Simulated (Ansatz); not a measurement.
The calculation used DFT PBE, scalar-relativistic, plane waves, PAW in Ansatz 0.2.0. All cells share a 420 eV cutoff and Γ-centred k meshes spaced at most about 0.3 Å⁻¹ (about 0.25 or finer for metals, 2π included). No spin polarisation.

All energies are static (0 K, no zero-point motion).

Question: Order these relaxed structures of Ti4H by energy, lowest first, with the energy over the lowest of them.
1.

Space group I4/mmm (No. 139). a = 4.138 Å, b = 4.138 Å, c = 8.286 Å, α = 90.00°, β = 90.00°, γ = 90.00°
| atom | site | symmetry | x | y | z |
| --- | --- | --- | --- | --- | --- |
| Ti | 4e | 4mm | 0.0000 | 0.0000 | 0.2509 |
| Ti | 4c | mmm. | 0.0000 | 0.5000 | 0.0000 |
| H | 2a | 4/mmm | 0.0000 | 0.0000 | 0.0000 |

2.

Space group Im-3m (No. 229). a = 5.295 Å, b = 5.295 Å, c = 5.295 Å, α = 90.00°, β = 90.00°, γ = 90.00°
| atom | site | symmetry | x | y | z |
| --- | --- | --- | --- | --- | --- |
| Ti | 8c | .-3m | 0.2500 | 0.2500 | 0.7500 |
| H | 2a | m-3m | 0.0000 | 0.0000 | 0.0000 |

Answer: 1 (0 meV/atom), 2 (649 meV/atom). Counting Ti atoms around H (those within 1.25 times the shortest such distance or 1.15 times the sum of covalent radii): cell 1 has H 6; cell 2 has H 8. Both come from invented guesses.

With hydrogen, zero-point motion can shift such differences by 10 meV/atom or more. Cells relaxed within their symmetry can be saddle points. Some types were kept out of the candidates beforehand, so the set may lack a known form.
